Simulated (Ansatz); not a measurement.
Trial structure of ZnO, not yet relaxed:

```xyz
4
Lattice="3.8730 0.0000 0.0000 0.0000 3.8730 0.0000 0.0000 0.0000 5.4773" Properties=species:S:1:pos:R:3 pbc="T T T"
Zn    0.0000    1.9365    0.0000
Zn    1.9365    0.0000    2.7386
O     1.9365    1.9365    1.3693
O     1.9365    1.9365    4.1080
```

Method: DFT PBE, scalar-relativistic, plane waves, PAW (Ansatz 0.2.0). Cutoff 420 eV; k points 4×4×4 on the computed 4-atom cell (Γ-centred); Gaussian smearing, width 0.10 eV; no spin polarisation.

The zero of energy is the elements' standard structures at the same level (O₂ as a molecule); no fitted shifts are applied.

Question: Estimate its pressure, forces and energy as it stands.

Answer: The pressure is -17.6 GPa (the mean over three directions, positive in compression), the largest force is 0.00 eV/Å (symmetry fixes the atoms), and the energy is −0.26 eV/atom against the elements. The shortest distance is 2.37 Å.

Question: How much does it gain on relaxing, and where does it end?

Answer: Relaxing gains about 0.85 eV/atom (the start's value is from the coarse mesh, so the gain is rough) in 16 ionic steps and ends at −1.10 eV/atom on the finer mesh. The symmetry stays P4_2/mmc (No. 131). The volume per atom shrinks by 39.6 %, from 20.5 to 12.4 Å³. The shortest distance goes from 2.37 Å (Zn–O) to 2.03 Å (Zn–O). The ratio c/a of the conventional cell changes by a factor of 1.26. Conventional cell: a = 3.028 Å, c = 5.407 Å. Around Zn lie 4 O at 2.03 Å; O is surrounded by 4 Zn at 2.03 Å.

The last run used a 16×16×10 mesh (in the run's order of axes) for its 4-atom cell and Gaussian smearing of 0.10 eV. The relaxation can't lower the symmetry of the start. A structure relaxed within its symmetry needn't be a true minimum.
